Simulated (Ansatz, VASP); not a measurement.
# As: VASP beside Ansatz

Contents of INCAR:

```
PREC = Accurate
ENCUT = 600
EDIFF = 1E-7
ISMEAR = 0
SIGMA = 0.1
LREAL = F
LASPH = T
NELM = 100
ALGO = Normal
ISIF = 3
LWAVE = F
LCHARG = F
GGA = PE
IBRION = 2
NSW = 90
EDIFFG = -0.04
```

Contents of KPOINTS:

```
regular mesh
0
Gamma
  6 6 2
```

The input POSCAR:

```
As
1.0
    3.0989064189     -1.8480751007      0.0000000000
    3.0989064189      1.8480751007      0.0000000000
   -1.7294376943      0.0000000000      8.0192824183
As
4
Direct
    0.9680000000      0.6020000000      0.0997000000
    0.3980000000      0.0320000000      0.4003000000
    0.0320000000      0.3980000000      0.9003000000
    0.6020000000      0.9680000000      0.5997000000
```

Input for Ansatz:

```yaml
crystal:
  lattice:
    - [3.0989064189, -1.8480751007, 0.0]
    - [3.0989064189, 1.8480751007, 0.0]
    - [-1.7294376943, 0.0, 8.0192824183]
  atoms:
    - { symbol: As, position: [0.968, 0.602, 0.0997] }
    - { symbol: As, position: [0.398, 0.032, 0.4003] }
    - { symbol: As, position: [0.032, 0.398, 0.9003] }
    - { symbol: As, position: [0.602, 0.968, 0.5997] }
basis:
  ecutwfc: 420
kpoints:
  mp_grid: { grid: [6, 6, 2] }
hamiltonian:
  xc: pbe
scf:
  occupations: { method: gaussian, width: 0.1 }
  lower_state_search: "off"
output:
  forces: true
  stress: true
  eigenvalues: true
relax:
  adjacent_minimum: "off"
  f_tol: 0.04
  max_steps: 70
  cell: { stress_tol: 0.4 }
```

Alike in both runs: task relaxation of cell and atoms; functional PBE; k mesh 6 × 6 × 2; occupations gaussian, width 0.1 eV; no spin polarisation.

```csv
,VASP,Ansatz
version,VASP 6.6.1,Ansatz 0.2.0
potentials or method,"VASP PAW PBE potentials, release 64 (As)","scalar-relativistic, plane waves, PAW"
plane-wave cutoff (eV),600,420
valence electrons in the cell,20,60
```

|  | VASP | Ansatz | Ansatz less VASP |
| --- | --- | --- | --- |
| gap on the k mesh at the Fermi level, each at its own relaxed structure (eV) | none | none | - |
| relaxed volume (Å³/atom) | 27.67 | 22.55 | -5.126 |
| relaxed cell length with the largest relative difference (Å) | 9.639 | 8.396 | -1.2429 |
| energy change over the relaxation (meV/atom) | -3612 | -3520 | +92.1 |

A gap of «none» marks a metal or a gap that the smearing closes. One of these differences is far larger than is usual between the two programs; its cause wasn't traced. The two sets of potentials don't hold the same shells in valence.

Caveats: the k mesh is coarse (spacing up to 0.39 Å⁻¹), so the values aren't converged; the volume moved by over 15 % at a fixed basis, so the end points are rough; this functional lacks dispersion, which binds the layers, so the pressure and a relaxed spacing across them are unreliable, and here the layers came unbound.
